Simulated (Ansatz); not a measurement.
The system is PtS2.

```
CELL_PARAMETERS angstrom
3.54320 0.00000 0.00000
-1.77160 3.06850 0.00000
0.00000 0.00000 5.03880
ATOMIC_POSITIONS crystal
Pt 0.00000 0.00000 0.00000
S 0.66667 0.33333 0.77300
S 0.33333 0.66667 0.22700
```

Program: Ansatz 0.2.0. Alike in all runs: potentials or basis Ansatz PAW; no spin polarisation; cell as given; k mesh 9 × 9 × 5.

Problem. Order these runs on this cell by their pressure, lowest first.
A. level r2SCAN; cutoff (eV) 500; smearing fermi-dirac 0.05 eV; points for each segment of the path 14
B. level PBEsol; cutoff (eV) 420; smearing gaussian 0.02 eV
C. level LDA; cutoff (eV) 420; smearing fermi-dirac 0.05 eV; points for each segment of the path 14

Solution. C (3.6 GPa), B (6.4 GPa), A (9.3 GPa).

Caveats: the PAW data sets come from PBE, with cores solved anew for the run's functional, which leaves a small shift of forces and pressure.
